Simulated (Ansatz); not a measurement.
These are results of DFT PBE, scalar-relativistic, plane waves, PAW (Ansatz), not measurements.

Levels along Γ–X–U | K–Γ–L–W–X, in eV from the Fermi level, sorted by energy at each point. Points in fractions of the primitive reciprocal vectors: Γ (0.000 0.000 0.000), X (0.500 0.000 0.500), U (0.625 0.250 0.625), K (0.375 0.375 0.750), L (0.500 0.500 0.500), W (0.500 0.250 0.750).
```csv
point,"k (1/Å, with 2π)",band 5,band 6,band 7,band 8,band 9,band 10
Γ,0.000,-11.31,0.92,0.92,0.92,1.07,1.07
-,0.191,-11.16,-0.30,0.29,0.29,0.86,1.92
-,0.381,-10.76,-1.86,-0.16,-0.16,0.33,3.00
-,0.572,-10.28,-2.98,-0.37,-0.37,-0.30,3.34
-,0.762,-9.97,-3.38,-0.90,-0.37,-0.37,3.69
-,0.953,-9.95,-3.05,-1.37,-0.22,-0.22,4.04
-,1.144,-10.07,-2.41,-1.66,-0.04,-0.04,4.30
X,1.334,-10.14,-2.09,-1.76,0.04,0.04,4.40
-,1.402,-10.13,-2.09,-1.79,-0.03,0.06,4.49
-,1.469,-10.08,-2.11,-1.88,-0.20,0.14,4.74
-,1.536,-10.01,-2.14,-2.03,-0.44,0.28,5.12
-,1.604,-9.92,-2.23,-2.18,-0.72,0.48,5.34
-,1.671,-9.80,-2.48,-2.22,-1.02,0.75,5.20
-,1.739,-9.67,-2.76,-2.26,-1.31,1.08,5.03
U,1.806,-9.53,-3.05,-2.30,-1.58,1.48,4.83
K,1.806,-9.53,-3.05,-2.30,-1.58,1.48,4.83
-,2.008,-9.12,-3.85,-2.38,-2.24,2.92,4.14
-,2.211,-9.00,-4.20,-2.56,-2.31,3.37,4.33
-,2.413,-9.35,-3.82,-2.48,-2.03,2.63,3.81
-,2.615,-10.01,-2.86,-2.01,-1.51,1.98,3.15
-,2.817,-10.66,-1.57,-1.15,-0.77,1.49,2.49
-,3.019,-11.14,-0.18,0.01,0.10,1.18,1.72
Γ,3.221,-11.31,0.92,0.92,0.92,1.07,1.07
-,3.386,-11.19,0.05,0.27,0.27,1.32,1.32
-,3.552,-10.86,-1.06,-0.62,-0.62,1.68,1.68
-,3.717,-10.36,-2.19,-1.42,-1.42,2.21,2.21
-,3.882,-9.74,-3.28,-2.07,-2.07,2.88,2.88
-,4.047,-9.08,-4.24,-2.55,-2.55,3.60,3.60
-,4.212,-8.51,-4.99,-2.84,-2.84,4.21,4.21
L,4.377,-8.26,-5.29,-2.94,-2.94,4.45,4.45
-,4.512,-8.33,-5.20,-2.88,-2.88,4.21,4.43
-,4.647,-8.52,-4.92,-2.75,-2.74,3.79,4.30
-,4.781,-8.78,-4.51,-2.60,-2.52,3.46,3.96
-,4.916,-9.04,-4.00,-2.48,-2.30,3.27,3.58
-,5.051,-9.26,-3.46,-2.40,-2.16,3.21,3.33
-,5.186,-9.41,-2.96,-2.37,-2.20,3.23,3.25
W,5.321,-9.46,-2.65,-2.36,-2.36,3.25,3.25
-,5.416,-9.50,-2.54,-2.35,-2.34,2.63,3.85
-,5.511,-9.61,-2.30,-2.30,-2.23,2.02,4.39
-,5.606,-9.75,-2.24,-2.21,-1.76,1.44,4.84
-,5.702,-9.90,-2.19,-2.09,-1.19,0.91,5.19
-,5.797,-10.03,-2.13,-1.94,-0.62,0.46,4.98
-,5.892,-10.11,-2.10,-1.81,-0.15,0.15,4.57
X,5.988,-10.14,-2.09,-1.76,0.04,0.04,4.40
```

The cell has space group Fm-3m, 2 atoms and 16 electrons in the valence of the PAW potentials, and holds 2 elements, among them C; it is relaxed at this level.

Cutoff 420 eV, k mesh 20×20×20. No spin polarisation.

Question: Which material gives these bands?

Answer: ZrC, conventional cell a = 4.709 Å (cubic). Other compounds weren't ruled out.

It was relaxed from a measured cell (COD).
